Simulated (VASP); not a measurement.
# Sn (Immm) in VASP: settings compared

The runs below take Sn through single point, relaxation of cell and atoms, with PBE, PBEsol, LDA, PBE0+D2.

Program: VASP 6.6.1. These are calculated values, not measurements. Logs are shortened: lines on timing, memory, paths and dates and some standing lists are left out, and cuts for length are marked.

**1. The structure**

It takes space group Immm (No. 71, orthorhombic). Conventional cell: a = 3.453 Å, b = 3.551 Å, c = 4.677 Å, α = 90.00°, β = 90.00°, γ = 90.00°. Sn (site symmetry mmm) has 12 Sn at 3.41 to 3.55 Å as nearest neighbours.

This isn't the form of Sn at room conditions, which is tetragonal (white tin).

**2. Single point, PBE**

The input, INCAR:

```
SYSTEM = Sn
ADDGRID = .FALSE.
ALGO = Normal
EDIFF = 1E-7
ENCUT = 550
GGA = PE
ISIF = 2
ISMEAR = 1
LASPH = .TRUE.
LCHARG = .FALSE.
LREAL = .FALSE.
LWAVE = .FALSE.
NELM = 100
PREC = Accurate
SIGMA = 0.1
```

The input, KPOINTS:

```
k-points
0
G
  16 16 16
  0 0 0
```

The input, POSCAR:

```
Sn
1.0
   -1.6810770000      1.7214010000      2.3373330000
    1.7271670000     -1.7623000000      2.4024190000
    1.7145940000      1.7948920000     -2.3683880000
Sn
1
Direct
    0.0245380000     -0.0183670000      0.0024320000
```

Potentials or basis: VASP PAW PBE potentials, release 64 (Sn).

Command:

```sh
$ cat potpaw_PBE.64/Sn/POTCAR > POTCAR
$ mpirun -np 1 vasp_std > vasp.out
```

OUTCAR:

```text
SYSTEM = Sn
   EDIFF = 1E-7
   ENCUT = 550
   GGA = PE
   ISIF = 2
   ISMEAR = 1
   LASPH = .TRUE.
   LREAL = .FALSE.
   NELM = 100
   PREC = Accurate

 Found   2052 irreducible k-points:

 Following reciprocal coordinates:
            Coordinates               Weight
  0.000000  0.000000  0.000000      1.000000
  0.062500  0.000000  0.000000      2.000000
  0.125000  0.000000  0.000000      2.000000
  0.187500  0.000000  0.000000      2.000000
  0.250000  0.000000  0.000000      2.000000
  0.312500  0.000000  0.000000      2.000000
   k-points           NKPTS =   2052   k-points in BZ     NKDIM =   2052   number of bands    NBANDS=      6
   number of dos      NEDOS =    301   number of ions     NIONS =      1
   total plane-waves  NPLWV =  21952
   dimension x,y,z NGX =    28 NGY =   28 NGZ =   28
   dimension x,y,z NGXF=    56 NGYF=   56 NGZF=   56
   ions per type =               1
   NGX,Y,Z   is equivalent  to a cutoff of  13.88, 13.52, 13.57 a.u.
   NGXF,Y,Z  is equivalent  to a cutoff of  27.75, 27.03, 27.14 a.u.
 SYSTEM =  Sn
   PREC   = accura    normal or accurate (medium, high low for compatibility)
   ISTART =      0    job   : 0-new  1-cont  2-samecut
   ICHARG =      2    charge: 1-file 2-atom 10-const
   ISPIN  =      1    spin polarized calculation?
   LNONCOLLINEAR =      F non collinear calculations
   LSORBIT =      F    spin-orbit coupling
   LASPH  =      T    aspherical Exc in radial PAW
   ENCUT  =  550.0 eV  40.42 Ry    6.36 a.u.   6.41  6.59  6.56*2*pi/ulx,y,z
   NELM   =    100;   NELMIN=  2; NELMDL= -5     # of ELM steps
   EDIFF  = 0.1E-06   stopping-criterion for ELM
   LREAL  =      F    real-space projection
   EDIFFG = 0.1E-05   stopping-criterion for IOM
   NSW    =      0    number of steps for IOM
   IBRION =     -1    ionic relax: 0-MD 1-quasi-New 2-CG
   NFREE  =      0    steps in history (QN), initial steepest desc. (CG)
   ISIF   =      2    stress and relaxation
   ISYM   =      2    0-nonsym 1-usesym 2-fastsym
   POTIM  = 0.5000    time-step for ionic-motion
   TEBEG  =    0.0;   TEEND  =   0.0 temperature during run
   PSTRESS=    0.0 pullay stress
   NELECT =       4.0000    total number of electrons
   NUPDOWN=      -1.0000    fix difference up-down
   EMIN   =  10.00;   EMAX   =-10.00  energy-range for DOS
   EFERMI =   0.00;   METHOD = LEGACY
   ISMEAR =     1;   SIGMA  =   0.10  broadening in eV -4-tet -1-fermi 0-gaus
   EFERMI_NEDOS =   21; number of points for ismear=-14 and -15
   IALGO  =     38    algorithm
   IMIX   =      4    mixing-type and parameters
     AMIX     =   0.40;   BMIX     =  1.00
     AMIX_MAG =   1.60;   BMIX_MAG =  1.00
  volume/ion in A,a.u.               =      28.67       193.50
  Fermi-wavevector in a.u.,A,eV,Ry     =   0.849055  1.604482  9.808370  0.720895
  Thomas-Fermi vector in A             =   1.964816
   LORBIT       =      0    0 simple, 1 ext, 2 COOP (PROOUT), +10 PAW based schemes
   GGA     = PE    functional components
   LHFCALC =     F    Hartree Fock is set to
   AEXX    =    0.0000 exact exchange contribution
   IVDW    =     0    specifies the selected vdW correction
   LEPSILON=     F    determine dielectric tensor
   LRPA    =     F    only Hartree local field effects (RPA)
 non-spin polarized calculation
 Methfessel and Paxton  Order N= 1 SIGMA  =   0.10
  energy-cutoff  :      550.00
  volume of cell :       28.67
 maximum number of plane-waves:       863
 NGX is ok and might be reduce to    28
   NGX = 13   NGY = 13   NGZ = 13

 number of electron       4.0000000 magnetization

 Free energy of the ion-electron system (eV)
  ---------------------------------------------------
  ext. energy  EPLUGINS =         0.00000000
  ---------------------------------------------------
  free energy    TOTEN  =        -3.77298365 eV

  energy without entropy =       -3.77292077  energy(sigma->0) =       -3.77296269

 E-fermi :   4.9659     XC(G=0):  -9.9653

 val. band max:        4.9646925824   @ k =   0.1875  -0.3125   0.1875
 cond. band min:       4.9665782524   @ k =   0.3125   0.1250   0.1875
 fundamental gap:      0.0018856700
 Fermi energy:         4.9658763933

 k-point     1 :       0.0000    0.0000    0.0000
  band No.  band energies     occupation
      1      -5.8258      2.00000
      2      11.8356      0.00000
      3      12.2042      0.00000
      4      12.5683      0.00000
      5      15.5966      0.00000
      6      15.7616      0.00000

 k-point     2 :       0.0625    0.0000    0.0000
  band No.  band energies     occupation
      1      -5.7485      2.00000
      2      11.4001      0.00000
      3      11.7840      0.00000
      4      12.3257      0.00000
      5      15.0137      0.00000
      6      16.0175      0.00000

 k-point     3 :       0.1250    0.0000    0.0000
  band No.  band energies     occupation
      1      -5.5166      2.00000
      2       9.6708      0.00000
      3      11.5658      0.00000
      4      11.9421      0.00000
      5      14.6334      0.00000
      6      16.4798      0.00000

 k-point     4 :       0.1875    0.0000    0.0000
  band No.  band energies     occupation
      1      -5.1310      2.00000
      2       7.7550      0.00000
      3      11.3125      0.00000
      4      11.5009      0.00000
      5      14.3834      0.00000
      6      16.7450      0.00000

 k-point     5 :       0.2500    0.0000    0.0000
  band No.  band energies     occupation
      1      -4.5939      2.00000
      2       5.8836     -0.00000
      3      11.0388      0.00000
      4      11.1097      0.00000
      5      14.2327      0.00000
      6      16.1839      0.00000

 k-point     6 :       0.3125    0.0000    0.0000
  band No.  band energies     occupation
      1      -3.9120      2.00000
      2       4.1306      2.00000
      3      10.6914      0.00000
      4      10.8969      0.00000
      5      14.1828      0.00000
      6      15.6572      0.00000

 [... further k-points ...]

------------------------ aborting loop because EDIFF is reached ----------------------------------------

  FORCE on cell =-STRESS in cart. coord.  units (eV):
  Direction    XX          YY          ZZ          XY          YZ          ZX
  --------------------------------------------------------------------------------------
  -------------------------------------------------------------------------------------
  Total       -0.1562731     -0.2626590     -0.1997510      0.0394615      0.0593844     -0.0414572
  in kB       -8.7320922    -14.6766298    -11.1615072      2.2049965      3.3182312     -2.3165079
  external PRESSURE =     -11.5234097 kB  Pullay stress =       0.0000000 kB

 VOLUME and BASIS-vectors are now :
 -----------------------------------------------------------------------------
  energy-cutoff  :      550.00
  volume of cell :       28.67
      direct lattice vectors                 reciprocal lattice vectors
    -1.681077000  1.721401000  2.337333000    -0.004822354  0.286321943  0.213499049
     1.727167000 -1.762300000  2.402419000     0.288499269 -0.000911461  0.208168231
     1.714594000  1.794892000 -2.368388000     0.287885548  0.281643047 -0.000369160

 POSITION                                       TOTAL-FORCE (eV/Angst)
 -----------------------------------------------------------------------------------
      1.65836     -1.68333      2.40989         0.000000      0.000000      0.000000
 -----------------------------------------------------------------------------------
    total drift:                               -0.000000      0.000000      0.000000

  FREE ENERGIE OF THE ION-ELECTRON SYSTEM (eV)
  ---------------------------------------------------
  free  energy   TOTEN  =        -3.7729836516 eV

  energy  without entropy=       -3.7729207675  energy(sigma->0) =       -3.77296269
```

It took 2.6 min on 1 thread of Intel Xeon 6975P-C (Granite Rapids), shared host; peak memory 0.54 GiB.

These settings aren't checked as converged: the numbers below hold their error.

Results:

* Free energy: -3.7730 eV
* Pressure: -1.2 GPa
* Band gap on the k mesh: none (metal or under the smearing width)

**3. Single point, PBE**

Changes to INCAR since step 2:

```diff
@@ -4,3 +4,3 @@
 EDIFF = 1E-7
-ENCUT = 550
+ENCUT = 700
 GGA = PE
```

KPOINTS is that of step 2.

The input, POSCAR:

```
Sn
1.0
   -1.7265390000      1.7755470000      2.3383420000
    1.7265390000     -1.7755470000      2.3383420000
    1.7265390000      1.7755470000     -2.3383420000
Sn
1
Direct
    0.0000000000      0.0000000000      0.0000000000
```

Potentials or basis: VASP PAW PBE potentials, release 64 (Sn).

Command:

```sh
$ cat potpaw_PBE.64/Sn/POTCAR > POTCAR
$ mpirun -np 1 vasp_std > vasp.out
```

OUTCAR:

```text
SYSTEM = Sn
   EDIFF = 1E-7
   ENCUT = 700
   GGA = PE
   ISIF = 2
   ISMEAR = 1
   LASPH = .TRUE.
   LREAL = .FALSE.
   NELM = 100
   PREC = Accurate

 Found    621 irreducible k-points:

 Following reciprocal coordinates:
            Coordinates               Weight
  0.000000  0.000000  0.000000      1.000000
  0.062500  0.000000  0.000000      4.000000
  0.125000  0.000000  0.000000      4.000000
  0.187500  0.000000  0.000000      4.000000
  0.250000  0.000000  0.000000      4.000000
  0.312500  0.000000 -0.000000      4.000000
[... 130 lines left out ...]

------------------------ aborting loop because EDIFF is reached ----------------------------------------

  FORCE on cell =-STRESS in cart. coord.  units (eV):
  Direction    XX          YY          ZZ          XY          YZ          ZX
  --------------------------------------------------------------------------------------
  -------------------------------------------------------------------------------------
  Total       -0.1372633     -0.2482757     -0.2308884     -0.0000000      0.0000000      0.0000000
  in kB       -7.6698771    -13.8729310    -12.9013784     -0.0000000      0.0000000      0.0000000
  external PRESSURE =     -11.4813955 kB  Pullay stress =       0.0000000 kB

 VOLUME and BASIS-vectors are now :
 -----------------------------------------------------------------------------
  energy-cutoff  :      700.00
  volume of cell :       28.67
      direct lattice vectors                 reciprocal lattice vectors
    -1.726539000  1.775547000  2.338342000     0.000000000  0.281603359  0.213826720
     1.726539000 -1.775547000  2.338342000     0.289596702  0.000000000  0.213826720
     1.726539000  1.775547000 -2.338342000     0.289596702  0.281603359  0.000000000

 POSITION                                       TOTAL-FORCE (eV/Angst)
 -----------------------------------------------------------------------------------
      0.00000      0.00000      0.00000         0.000000     -0.000000      0.000000
 -----------------------------------------------------------------------------------
    total drift:                               -0.000000     -0.000000      0.000000

  FREE ENERGIE OF THE ION-ELECTRON SYSTEM (eV)
  ---------------------------------------------------
  free  energy   TOTEN  =        -3.7731050138 eV

  energy  without entropy=       -3.7728485065  energy(sigma->0) =       -3.77301951
```

It took 77 s on 1 thread of Intel Xeon 6975P-C (Granite Rapids), shared host; peak memory 0.32 GiB.

These settings aren't checked as converged: the numbers below hold their error.

What came out:

```
Free energy            : -3.7731 eV
Pressure               : -1.1 GPa
Band gap on the k mesh : none (metal or under the smearing width)
```

**4. Relaxation of cell and atoms, PBEsol**

The input, INCAR:

```
  ALGO = Normal
  EDIFF = 1E-6
  EDIFFG = -0.02
  ENCUT = 600
  GGA = PS
  IBRION = 2
  ISIF = 3
  ISMEAR = -1
  LASPH = True
  LCHARG = False
  LREAL = False
  LWAVE = False
  NELM = 80
  NSW = 40
  PREC = Accurate
  SIGMA = 0.05
```

The input, KPOINTS:

```
k-points
0
Gamma
  10 10 10
```

POSCAR is that of step 3.

Potentials or basis: VASP PAW PBE potentials, release 64 (Sn_d).

Command:

```sh
$ cat potpaw_PBE.64/Sn_d/POTCAR > POTCAR
$ mpirun -np 1 vasp_std > vasp.out
```

Wall time 2.3 min (1 thread of AMD EPYC 9R45 (Zen 5), shared host); peak memory 0.19 GiB.

Results (log left out):

```
Free energy                            : -4.2416 eV
Relaxed volume                         : 26.43 Å³/atom
Relaxed cell                           : a = 3.312 Å, b = 3.312 Å, c = 3.312 Å, α = 117.94°, β = 117.99°, γ = 93.56°
Space group after relaxing (to 0.05 Å) : I4/mmm (No. 139)
Energy gained by relaxing              : 29.4 meV/atom
Ionic steps                            : 9
Pressure after relaxing                : 0.0 GPa
Band gap on the k mesh                 : none (metal or under the smearing width)
```

Stress tensor (GPa, compression positive):
```
0.03 0.00 0.00
0.00 0.09 0.00
0.00 0.00 0.00
```

The path:
| step | energy change (eV) | largest force (eV/Å) | pressure (GPa) | volume (Å³) |
| --- | --- | --- | --- | --- |
| 1 | 0.0000 | 0.0000 | -3.67 | 28.67 |
| 2 | -0.0273 | 0.0000 | 0.96 | 26.03 |
| 3 | -0.0284 | 0.0000 | 0.09 | 26.43 |
| 4 | -0.0283 | 0.0000 | -0.03 | 26.47 |
| 5 | -0.0291 | 0.0000 | -0.05 | 26.48 |
| 6 | -0.0294 | 0.0000 | -0.07 | 26.48 |
| 7 | -0.0294 | 0.0000 | -0.07 | 26.48 |
| 8 | -0.0294 | 0.0000 | -0.07 | 26.48 |
| 9 | -0.0294 | 0.0000 | 0.04 | 26.43 |

Final structure:
```
CELL_PARAMETERS angstrom
-1.70737 1.70620 2.26834
1.70737 -1.70620 2.26834
1.70737 1.70620 -2.26834
ATOMIC_POSITIONS crystal
Sn 0.00000 0.00000 0.00000
```

Levels at points of the mesh, in eV from the Fermi level:
```csv
k point,band 5,band 6,band 7,band 8,band 9,band 10
"(0.00, 0.00, 0.00)",-21.34,-11.35,7.85,7.98,7.99,10.71
"(0.50, 0.00, 0.00)",-21.27,-6.83,-4.78,5.42,6.36,10.03
"(0.00, 0.50, 0.00)",-21.27,-6.84,-4.78,5.43,6.37,10.04
"(0.50, 0.50, 0.00)",-21.25,-5.17,-3.93,2.19,2.61,5.83
"(0.50, 0.50, 0.50)",-21.26,-4.23,-3.34,1.55,1.57,4.88
```

Caveat: the PAW data sets were made with another functional, which shifts forces and pressure a little.

**5. Relaxation of cell and atoms, LDA**

The input, INCAR:

```
SYSTEM = Sn
  PREC = Accurate
  ENCUT = 600
  EDIFF = 1E-6
  ISMEAR = -1
  SIGMA = 0.05
  LREAL = .False.
  LASPH = .True.
  NELM = 100
  ALGO = Fast
  ISIF = 3
  LWAVE = .False.
  LCHARG = .False.
  GGA = CA
  IBRION = 2
  NSW = 60
  EDIFFG = -0.02
```

The input, KPOINTS:

```
regular mesh
0
Gamma
  10 10 10
  0 0 0
```

POSCAR is that of step 4.

Potentials or basis: VASP PAW LDA potentials, release 64 (Sn_d).

Command:

```sh
$ cat potpaw_LDA.64/Sn_d/POTCAR > POTCAR
$ mpirun -np 1 vasp_std > vasp.out
```

Wall time 2.4 min (1 thread of Intel Xeon Platinum 8488C (Sapphire Rapids), shared host); peak memory 0.19 GiB.

The run converged. Its results:

```
Free energy                            : -4.4492 eV
Relaxed volume                         : 25.80 Å³/atom
Relaxed cell                           : a = 3.285 Å, b = 3.285 Å, c = 3.285 Å, α = 117.95°, β = 117.96°, γ = 93.57°
Space group after relaxing (to 0.05 Å) : I4/mmm (No. 139)
Energy gained by relaxing              : 49.1 meV/atom
Ionic steps                            : 8
Pressure after relaxing                : 0.0 GPa
Band gap on the k mesh                 : none (metal or under the smearing width)
```

Stress tensor (GPa, compression positive):
```
 0.06  0.00  0.00
 0.00  0.10  0.00
 0.00  0.00 -0.09
```

The path:
```csv
step,energy change (eV),largest force (eV/Å),pressure (GPa),volume (Å³)
1,0.0000,0.0000,-4.76,28.67
2,-0.0459,0.0000,1.31,25.28
3,-0.0479,0.0000,0.05,25.80
4,-0.0488,0.0000,0.04,25.80
5,-0.0490,0.0000,0.07,25.80
6,-0.0491,0.0000,0.06,25.80
7,-0.0491,0.0000,0.03,25.80
8,-0.0491,0.0000,0.02,25.80
```

Final structure:
```cif
data_structure
_symmetry_space_group_name_H-M 'P 1'
_symmetry_Int_Tables_number 1
_cell_length_a 3.2855
_cell_length_b 3.2855
_cell_length_c 3.2855
_cell_angle_alpha 117.954
_cell_angle_beta 117.963
_cell_angle_gamma 93.574
_cell_volume 25.80
loop_
_atom_site_label
_atom_site_type_symbol
_atom_site_fract_x
_atom_site_fract_y
_atom_site_fract_z
_atom_site_occupancy
Sn1 Sn 0.00000 0.00000 0.00000 1
```

Levels at points of the mesh, in eV from the Fermi level:
| k point | band 3 | band 4 | band 5 | band 6 | band 7 | band 8 | band 9 | band 10 | band 11 |
| --- | --- | --- | --- | --- | --- | --- | --- | --- | --- |
| (0.00, 0.00, 0.00) | -21.45 | -21.41 | -21.36 | -11.54 | 7.95 | 8.09 | 8.09 | 10.83 | 12.21 |
| (0.50, 0.00, 0.00) | -21.45 | -21.30 | -21.28 | -6.92 | -4.87 | 5.47 | 6.44 | 10.28 | 10.35 |
| (0.00, 0.50, 0.00) | -21.45 | -21.30 | -21.28 | -6.92 | -4.87 | 5.47 | 6.44 | 10.29 | 10.35 |
| (0.50, 0.50, 0.00) | -21.30 | -21.29 | -21.26 | -5.22 | -4.02 | 2.19 | 2.61 | 6.00 | 6.26 |
| (0.50, 0.50, 0.50) | -21.30 | -21.27 | -21.27 | -4.25 | -3.41 | 1.54 | 1.55 | 5.03 | 5.55 |

(Part 1 of 2 ends here.)
